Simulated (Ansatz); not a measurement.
# Si2Mo (I4/mmm) in Ansatz: a series of runs, part 3 of 3

Ansatz 0.2.0. Earlier steps stand in the parts before.

### 12 Optical spectrum, PBE, non-collinear spin, random start

Contents of input.yaml:

```yaml
crystal:
  lattice:
    - [-1.6, 1.6, 3.9305]
    - [1.6, -1.6, 3.9305]
    - [1.6, 1.6, -3.9305]
  atoms:
    - { symbol: Mo, position: [0.0, 0.0, 0.0], spin: 0.83, spin_axis: [0.344608, 0.428953, -0.835012] }
    - { symbol: Si, position: [0.667, 0.667, 0.0] }
    - { symbol: Si, position: [0.333, 0.333, 0.0] }
kpoints:
  mp_grid: { grid: [9, 9, 9] }
scf:
  occupations: { method: fermi_dirac, width: 0.05 }
hamiltonian:
  xc: pbe
  pseudopotentials:
    kind: all_electron
    lapw: { basis_error: 0.002 }
    relativity: none
magnetization:
  noncollinear: true
output:
  eigenvalues: true
  optics:
    e_range: [0, 8]
    de: 0.1
    sigma: 0.1
    nscf_kmesh: { grid: [9, 9, 9] }
    bands: { spectra_wanted_up_to: 8 }
```

Potentials or basis: all-electron LAPW, non-relativistic.

Run with:

```bash
ansatz run input.yaml --threads 2 --pin off --max-ram 6144MiB --backend cpu --events-out ev --progress --plain --runs-dir out
```

What it wrote:

```text
Warning: scf.convergence.dr2_threshold = 1e-7 eV is looser than 1e-11 eV, the default for `output.optics` on PAW and all-electron files: empty levels that such a close leaves unsettled move lines of the spectra; set scf.convergence.dr2_threshold to the tightest value that every SCF of the run reaches
Warning: RAYON_NUM_THREADS=2 ignored (pool sized by the plan → 2); use --threads N
LAPW: plane waves up to 7.322 Å⁻¹, error target 2.0e-3 eV per atom; Si in spheres of 1.162 Å, 12 of its electrons in bands, Dirac shells []; Mo in spheres of 1.454 Å, 24 of its electrons in bands, Dirac shells [] (how accurate: hamiltonian.pseudopotentials.lapw.basis_error, Limitations)
Engine: ansatz 0.2.0, aarch64-unknown-linux-gnu
Pseudopotentials: kind: all_electron
Pseudopotential: Mo, LAPW, valence charge 24, lapw/all_electron/none/Mo, Schrödinger's equation, point nucleus
Pseudopotential: Si, LAPW, valence charge 12, lapw/all_electron/none/Si, Schrödinger's equation, point nucleus
Functional definition: PBE
  parameter kappa = 0.804
  parameter beta = 0.06672455060314922
  exchange = pbe_x(kappa = kappa, mu = beta*pi^2/3)
  correlation = pbe_c(beta = beta)
this run first makes a single point of its starting geometry on two collinear spin channels, or without spin where it has no moments, for its own SCFs to start from. `scf.lower_state_search: off` leaves that single point out
Crystal: 3 atoms, lattice volume = 40.248 Å³
Basis set: ecut = 204.2727069270032 eV, 269 PW (Γ), FFT grids on a1+a3, a2+a3, a3, exchange–correlation at level 2
Bands: 30, of which v1, the nominal top of the filled ones, is band 24 counted from 1 (23 counted from 0)
Symmetry: 16 space group operations
Space group: I4/mmm (ITA 139), of the structure as read, at distance tolerance 3.4e-5 Å
Magnetic group: BNS 139.531 (UNI 1191), of the structure as read, at distance tolerance 3.4e-5 Å
k-points: 75 of 729
Non-local potential: Mo, projectors of the file, none
Non-local potential: Si, projectors of the file, none
[...]
SCF 1 converged in 11 iterations: F = -123980.771730 eV  dr2 = 3.46e-10
[...]
Starting moments: Σ|m| = 0.83 μB on 1 of 3 sites; this step starts from the density that it was given
iter 1 solved again at ethr=1.87e-8 eV; its pass at ethr=1.00e-1 eV (dr2=8.96e-6 eV) is discarded
SCF iter   1: F=—  HF=-123980.771730 eV  |F-HF|=—  |Δ(HF+E_count)|=         —  Δρ=7.10e-7  dr2=3.23e-10  dr2_m=1.89e-12  ethr=1.87e-8  |M|=2.24e-8 ∫|m|=2.84e-6 μB  β_m=0.30  ⟨swp⟩=5.7  Hψ=40267  notcnv=0
the basis was enlarged: its passes take 5.2 MiB over the memory plan, 2 of 2 planned eigensolver slots
preconditioner: auto → Kerker (q_TF=auto, 2.810 Å⁻¹)  [metal: Δε(μ)=0.021 eV  Ē_g=8.208 eV  σ=0.050 eV  W_gap=0.10  n_scr=14 (ndim 8)  ℏωp=21.9 eV  f_vac=0.000  D(μ)=0.31/eV (n_scr^D=0)]
spin=Noncollinear: Kerker preconditioning applied to the charge; magnetization (m_x, m_y, m_z) channels mix plain (no charge-response kernel on spin).
SCF iter   2: F=-123980.771730 eV  HF=-123980.771730 eV  |F-HF|=7.28e-11  |Δ(HF+E_count)|=   2.02e-8  Δρ=5.44e-7  dr2=1.66e-10  dr2_m=1.22e-12  ethr=1.07e-11 (applied; sched 1.00e-12)  |M|=2.42e-8 ∫|m|=2.29e-6 μB  ⟨swp⟩=4.0  Hψ=17121  notcnv=0
WARN: the starting moments were not kept: the SCF closed with an absolute magnetisation of 2.2e-6 μB, where they sum to 0.83 μB in size (1 site). That is at most 0.1 of that sum. Measured as dr2_m measures the in/out step, that magnetisation stands 3.6e-13 eV from none, at or under the dr2_threshold of 1.0e-7 eV: it is no larger than a step whose dr2_m would equal this threshold. The system may hold no moment; this SCF shows only that its start led to no more than that. This SCF took its magnetisation from a saved state (the deck's checkpoint.read, a session's seed or a resume), or from the single point or search that the run made first, and not from the starting moments. Where the run's atoms have moved since that state, how it is taken is a key of its own (checkpoint.density_extrapolation: follow_atoms, where typed, takes the whole of its magnetisation to them with its atoms, but for some exceptions; the density_extrapolation keyword of a session's seed is the same key). To be rid of a resumed run's state, run its deck in a fresh run directory. To be rid of the state of a single point that the run made first, give starting moments in the input or, where a deck that gives them still makes one, type scf.lower_state_search: off. To try another start, run it without that state.
SCF 2 converged in 2 iterations: F = -123980.771730 eV  dr2 = 1.66e-10
NSCF: frozen V_eff on 75 k-points
SCF converged after 2 iterations
Stability not checked: this state was not tested for a lower state beside it, because this non-collinear magnet's GGA is evaluated by the locally collinear projection, under which the energy is not smooth in the magnetisation (locally_collinear_gga; see scf.lower_state_search)
Magnetization: |M| = 0.0000 μB,  M = (+0.0000, +0.0000, -0.0000) μB
Absolute magnetization: 0.0000 μB (∫|m|)
Moment direction: held on its axis by an average over the rotations of spin about it
  site 0: m = (+0.0000, +0.0000, -0.0000) μB, |m| = 0.0000 μB  (R = 1.45 Å)
  site 1: m = (-0.0000, -0.0000, +0.0000) μB, |m| = 0.0000 μB  (R = 1.16 Å)
  site 2: m = (-0.0000, -0.0000, +0.0000) μB, |m| = 0.0000 μB  (R = 1.16 Å)
Free energy (F): -123980.771730 eV
Harris-Foulkes:  -123980.771730 eV  (|F-HF|=7.28e-11)
Internal energy: -123980.769142 eV  (E = F + TS)
E sigma→0 (E₀):  -123980.770436 eV
Entropy (-TS):   -0.002588 eV (-0.863 meV/atom)
Fermi energy:    18.011357 eV
--- Per-component energies (eV) ---
  E_band       = -3343.011666
  E_kinetic    = 123905.025702
  E_xc         = -4442.567683
  E_electrostatic = -243443.227161  (all electrons and nuclei)
  E_smearing   = -0.002588  (= −TS)
  E_closure    = 0.000000  (closes the sum)
  E_atoms      = -123957.951182  (free atoms, spherical and without spin; not in F)
  Σ components = -123980.771730   (vs F -123980.771730, Δ=0.00e0)
  Basis errors (estimates in eV, not in F): energy 6.6e-4 per atom: plane waves 5.8e-4 (3.1e-4 summed), levels above the bands 3.0e-46, relativity 0.0e0, radial functions 8.3e-5, core shells 9.6e-7; eigenvalues (radial functions only) 4.1e-6; not estimated: angular momenta, meshes, grids; target (lapw.basis_error) 2.0e-3; muffin-tin radii Si 1.162 Å, Mo 1.454 Å
--- Band table (eV; the first three rows and the last of 75) ---
  k-point 0: bands = ["-202.5414", "-202.5414", "-202.5294", "-202.5294", "-202.5112", "-202.5112", "-202.5098", "-202.5098", "-202.5098", "-202.5098", "-115.7095", "-115.7095", "-115.7075", "-115.7075", "-72.4511", "-72.4511", "-72.4511", "-72.4511", "-72.4461", "-72.4461", "-72.4461", "-72.4461", "-72.4347", "-72.4347", "-72.4279", "-72.4279", "-38.8396", "-38.8396", "-15.8389", "-15.8389", "-15.7089", "-15.7089", "-15.7089", "-15.7089", "4.8495", "4.8495", "11.8355", "11.8355", "14.7817", "14.7817", "15.0747", "15.0747", "15.4280", "15.4280", "15.4280", "15.4280", "18.4317", "18.4317", "21.2328", "21.2328", "21.3146", "21.3146", "21.8649", "21.8649", "21.8649", "21.8649", "22.0869", "22.0869"]
  k-point 1: bands = ["-202.5414", "-202.5414", "-202.5294", "-202.5294", "-202.5112", "-202.5112", "-202.5098", "-202.5098", "-202.5098", "-202.5098", "-115.7094", "-115.7094", "-115.7076", "-115.7076", "-72.4512", "-72.4512", "-72.4505", "-72.4505", "-72.4470", "-72.4470", "-72.4461", "-72.4461", "-72.4344", "-72.4344", "-72.4280", "-72.4280", "-38.8337", "-38.8337", "-15.8324", "-15.8324", "-15.7410", "-15.7410", "-15.7365", "-15.7365", "5.2220", "5.2220", "12.1574", "12.1574", "13.8015", "13.8015", "14.5816", "14.5816", "15.2032", "15.2032", "16.4882", "16.4882", "17.2688", "17.2688", "20.4347", "20.4347", "21.4154", "21.4154", "21.6259", "21.6259", "21.9856", "21.9856", "22.8375", "22.8375"]
  k-point 2: bands = ["-202.5414", "-202.5414", "-202.5294", "-202.5294", "-202.5112", "-202.5112", "-202.5098", "-202.5098", "-202.5098", "-202.5098", "-115.7092", "-115.7092", "-115.7079", "-115.7079", "-72.4515", "-72.4515", "-72.4490", "-72.4490", "-72.4489", "-72.4489", "-72.4460", "-72.4460", "-72.4338", "-72.4338", "-72.4283", "-72.4283", "-38.8190", "-38.8190", "-15.8170", "-15.8170", "-15.8163", "-15.8163", "-15.8059", "-15.8059", "6.2711", "6.2711", "12.6854", "12.6854", "13.0348", "13.0348", "13.1563", "13.1563", "15.6147", "15.6147", "15.6339", "15.6339", "16.6674", "16.6674", "20.6359", "20.6359", "21.4225", "21.4225", "21.6309", "21.6309", "21.9591", "21.9591", "23.1214", "23.1214"]
  k-point 74: bands = ["-202.5414", "-202.5414", "-202.5294", "-202.5294", "-202.5112", "-202.5112", "-202.5098", "-202.5098", "-202.5098", "-202.5098", "-115.7091", "-115.7091", "-115.7080", "-115.7080", "-72.4513", "-72.4513", "-72.4512", "-72.4512", "-72.4461", "-72.4461", "-72.4459", "-72.4459", "-72.4317", "-72.4317", "-72.4308", "-72.4308", "-38.8357", "-38.8357", "-15.8622", "-15.8622", "-15.7438", "-15.7438", "-15.7075", "-15.7075", "6.6989", "6.6989", "8.5917", "8.5917", "14.3024", "14.3024", "15.5681", "15.5681", "17.1630", "17.1630", "17.1734", "17.1734", "17.5052", "17.5052", "17.7327", "17.7327", "19.0252", "19.0252", "23.1043", "23.1043", "23.6766", "23.6766", "24.0899", "24.0899"]
```

optics.tsv:

```text
# E[eV]	eps2_interband_xx	eps2_interband_yy	eps2_interband_zz	eps2_interband_xy	eps2_interband_xz	eps2_interband_yz	eps1_interband_xx	eps1_interband_yy	eps1_interband_zz	eps1_interband_xy	eps1_interband_xz	eps1_interband_yz	eps2_xx	eps2_yy	eps2_zz	eps2_xy	eps2_xz	eps2_yz	eps1_xx	eps1_yy	eps1_zz	eps1_xy	eps1_xz	eps1_yz	loss_summed_bands_xx	loss_summed_bands_yy	loss_summed_bands_zz
[... 117 lines left out ...]
8.000000	6.129337e0	6.129337e0	5.262104e0	2.081668e-17	-1.561251e-17	6.938894e-18	-9.232120e0	-9.232120e0	-1.164650e1	-4.509139e-17	-5.610406e-17	1.678207e-17	6.129337e0	6.129337e0	5.262104e0	2.081668e-17	-1.561251e-17	6.938894e-18	-9.300538e0	-9.300538e0	-1.190353e1	-4.498476e-17	-5.634778e-17	1.693440e-17	4.940273e-2	4.940273e-2	3.106615e-2
```

Wall time 1.8 min (2 threads of Arm Neoverse V1, shared host); peak memory 0.79 GiB.

What came out:

| Property | Result |
| --- | --- |
| Free energy | -123980.7717 eV |
| Band gap on the k mesh | none (metal or under the smearing width) |
| Net moment | 0.00 μB per cell |
| Absolute moment | 0.00 μB per cell |

Dielectric function (mean over the directions given):
```tsv
energy (eV)	real part	imaginary part
0.30	28.04	0.02
0.40	30.55	0.91
0.60	24.18	11.15
0.80	22.75	0.41
1.00	28.47	0.86
1.20	28.47	5.45
1.40	29.76	8.18
1.60	24.28	9.79
1.80	28.69	8.18
2.00	33.16	10.36
2.20	35.58	14.80
2.40	29.15	19.47
2.60	27.05	36.08
2.80	17.50	22.86
3.00	20.57	23.13
3.20	12.60	27.52
3.40	14.57	22.08
3.60	20.50	25.54
3.80	12.66	32.77
4.00	6.10	29.85
4.20	2.85	30.43
4.40	-6.06	23.93
4.60	1.76	18.16
4.80	2.32	21.06
5.00	2.71	17.56
5.20	0.02	21.46
5.40	3.48	20.25
5.60	2.53	25.64
5.80	-3.94	20.74
6.00	-1.52	25.73
6.20	-11.02	23.08
6.40	-12.00	16.34
6.60	-12.28	14.88
6.80	-8.23	11.55
7.00	-5.85	15.59
7.20	-15.44	13.01
7.40	-10.67	7.35
7.60	-9.43	7.43
7.80	-10.00	8.31
8.00	-10.04	5.84
```

Moments on the atoms (μB; x, y, z):
```
Mo  0.00 0.00 0.00
Si  0.00 0.00 0.00
Si  0.00 0.00 0.00
```

Caveat: local fields are left out; the k mesh is thin for a metal, which can move the energy by tens of meV per atom; spectra need much finer meshes, so this one isn't converged; independent-particle spectra lack excitons; the intraband (Drude) part of a metal's response may be missing; relativity is left out, which matters for the heavier elements; the starting moments weren't kept.

### 13 Overview

| task | level | potentials or basis | spin | fixed moment (μB) | cell | k mesh | cutoff (eV) | smearing | search for lower states | empty bands summed for spectra up to | optics k mesh | broadening | basis error allowed | pressure (GPa) | moment (μB) | largest force (eV/Å) |
| --- | --- | --- | --- | --- | --- | --- | --- | --- | --- | --- | --- | --- | --- | --- | --- | --- |
| band structure | PBEsol-PBE | all-electron LAPW, relativistic spinors | non-collinear, random start, SOC | - | as given | 9 × 9 × 9 | 227 | fermi-dirac 0.15 eV | - | - | - | - | 0.001 eV/atom | -4.3 | 0.00 | 0.29 |
| projected density of states | SVWN5 | all-electron LAPW, scalar-relativistic | collinear, ferromagnetic start | - | volume scaled by 1.04 | 12 × 12 × 12 | 216 | gaussian 0.025 eV | off | - | - | - | 0.001 eV/atom | -13.4 | 0.00 | 0.43 |
| equation of state | PBEsol | all-electron LAPW, scalar-relativistic | collinear, random start | 1.0 | as given | 12 × 12 × 12 | - | gaussian 0.15 eV | - | - | - | - | 0.001 eV/atom | - | - | - |
| optical spectrum | PBE | all-electron LAPW, non-relativistic | non-collinear, random start | - | as given | 9 × 9 × 9 | 204 | fermi-dirac 0.05 eV | - | 8 eV | 9 × 9 × 9 | 0.1 eV | 0.002 eV/atom | - | 0.00 | - |

Caveats: the starting moments weren't kept (some runs); the k mesh is thin for a metal, which can move the energy by tens of meV per atom (some runs); the total moment is fixed, so each spin has its own Fermi level (some runs); local fields are left out (some runs); spectra need much finer meshes, so this one isn't converged (some runs); independent-particle spectra lack excitons (some runs).

Compare energies only between runs with the same functional and basis.
